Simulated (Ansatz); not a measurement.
NbC: levels along high-symmetry lines

```
Nb C
1.0
     0.00000    2.20000    2.20000
     2.20000    0.00000    2.20000
     2.20000    2.20000    0.00000
Nb C
1 1
Cartesian
  0.0000 0.0000 0.0000
  2.2000 2.2000 2.2000
```

Atom numbers follow the list: Nb1, C2.

The cell comes from COD entry 1011323, which wasn't checked; take it as a given geometry. It is an old determination, and later ones may differ.

Spin polarisation is left out, and whether a magnetic state lies lower isn't shown here.

Level of theory: Ansatz 0.2.0, DFT, PBEsol, all-electron LAPW, scalar-relativistic.

Numerical set-up: a Γ-centred 14×14×14 k mesh, Fermi–Dirac smearing of 0.05 eV, basis error target 1 meV/atom, no spin polarisation.

Points in fractions of the reciprocal vectors of this cell: Γ (0, 0, 0), X (0.5, 0, 0.5), U (0.625, 0.25, 0.625), K (0.375, 0.375, 0.75), L (0.5, 0.5, 0.5), W (0.5, 0.25, 0.75). The path joins them by straight lines in the order Γ–X–U–K–Γ–L–W–X; legs that retrace an earlier one aren't tabulated. Energies are in eV from the Fermi level.

Metal or insulator at this level of theory?

No gap opens: metallic or semimetallic.

Tabulate bands 15 to 22, counted from the lowest band of the run, along the path.


```tsv
k (1/Å)	point	band 15	band 16	band 17	band 18	band 19	band 20	band 21	band 22
0.00	Γ	-13.72	-1.48	-1.48	-1.48	-0.31	-0.31	-0.31	0.33
0.20		-13.54	-2.17	-1.81	-1.81	-1.70	0.27	0.27	0.40
0.41		-13.04	-4.02	-2.26	-2.17	-2.17	0.62	1.34	1.34
0.61		-12.45	-5.30	-2.95	-2.28	-2.28	0.94	2.45	2.45
0.82		-12.09	-5.70	-3.60	-2.16	-2.16	1.33	3.29	3.29
1.02		-12.13	-5.20	-4.11	-1.85	-1.85	1.71	3.63	3.63
1.22		-12.33	-4.44	-4.33	-1.52	-1.52	2.00	3.56	3.56
1.43	X	-12.42	-4.55	-3.90	-1.37	-1.37	2.10	3.46	3.46
1.50		-12.40	-4.56	-3.91	-1.47	-1.36	2.24	3.44	3.46
1.57		-12.35	-4.59	-3.95	-1.75	-1.35	2.62	3.39	3.49
1.64		-12.26	-4.66	-4.00	-2.13	-1.30	3.15	3.30	3.52
1.72		-12.14	-4.77	-4.08	-2.54	-1.19	3.17	3.56	3.78
1.79		-11.98	-4.94	-4.16	-2.95	-1.01	3.02	3.59	4.46
1.86		-11.81	-5.16	-4.25	-3.34	-0.74	2.84	3.62	5.17
1.93	U	-11.62	-5.43	-4.34	-3.70	-0.39	2.63	3.63	5.90
2.06		-11.51	-5.55	-4.41	-3.95	-0.03	2.47	3.60	6.18
2.18		-11.39	-5.63	-4.50	-4.21	0.52	2.17	3.54	6.22
2.31		-11.32	-5.68	-4.58	-4.35	1.14	1.71	3.51	6.24
2.43		-11.32	-5.68	-4.58	-4.35	1.14	1.71	3.51	6.24
2.56		-11.39	-5.63	-4.50	-4.21	0.52	2.17	3.54	6.22
2.68		-11.51	-5.55	-4.41	-3.95	-0.03	2.47	3.60	6.18
2.81	K	-11.62	-5.43	-4.34	-3.70	-0.39	2.63	3.63	5.90
3.02		-11.05	-6.27	-4.56	-4.53	1.03	1.88	3.51	5.64
3.24		-10.82	-6.69	-4.94	-4.59	1.05	2.40	3.11	4.91
3.46		-11.28	-6.21	-4.88	-4.36	0.24	2.42	2.50	4.29
3.67		-12.11	-5.07	-4.33	-3.84	-0.48	1.35	1.79	3.40
3.89		-12.93	-3.62	-3.32	-3.05	-1.02	0.21	1.03	2.39
4.11		-13.51	-2.16	-2.11	-1.87	-1.36	-0.49	0.24	1.28
4.32	Γ	-13.72	-1.48	-1.48	-1.48	-0.31	-0.31	-0.31	0.33
4.50		-13.58	-2.07	-1.73	-1.73	-0.95	-0.95	0.03	1.50
4.68		-13.18	-3.15	-2.72	-2.72	-0.74	-0.74	0.48	3.08
4.85		-12.56	-4.33	-3.67	-3.67	-0.18	-0.18	0.90	4.73
5.03		-11.80	-5.48	-4.44	-4.44	0.56	0.56	1.44	6.37
5.21		-10.97	-6.56	-4.99	-4.99	1.35	1.35	2.18	7.85
5.38		-10.17	-7.47	-5.33	-5.33	2.00	2.00	3.12	6.66
5.56	L	-9.74	-7.94	-5.45	-5.45	2.26	2.26	3.79	5.79
5.70		-9.86	-7.83	-5.38	-5.35	2.08	2.24	3.70	6.13
5.85		-10.17	-7.51	-5.19	-5.12	1.74	2.15	3.51	6.87
5.99		-10.57	-7.02	-4.91	-4.88	1.47	1.92	3.40	7.25
6.14		-10.94	-6.44	-4.70	-4.59	1.36	1.61	3.43	6.89
6.28		-11.25	-5.83	-4.61	-4.38	1.41	1.44	3.49	6.39
6.42		-11.45	-5.26	-4.58	-4.40	1.49	1.52	3.50	5.77
6.57	W	-11.52	-4.90	-4.57	-4.57	1.57	1.57	3.47	5.51
6.67		-11.57	-4.76	-4.64	-4.47	0.99	2.12	3.47	5.24
6.77		-11.72	-4.68	-4.37	-4.35	0.40	2.59	3.46	4.79
6.87		-11.92	-4.68	-4.22	-3.78	-0.16	2.96	3.46	4.25
6.98		-12.11	-4.65	-4.10	-3.06	-0.64	3.21	3.46	3.62
7.08		-12.28	-4.61	-3.99	-2.30	-1.03	2.96	3.36	3.46
7.18		-12.39	-4.56	-3.92	-1.65	-1.28	2.37	3.44	3.46
7.28	X	-12.42	-4.55	-3.90	-1.37	-1.37	2.10	3.46	3.46
```
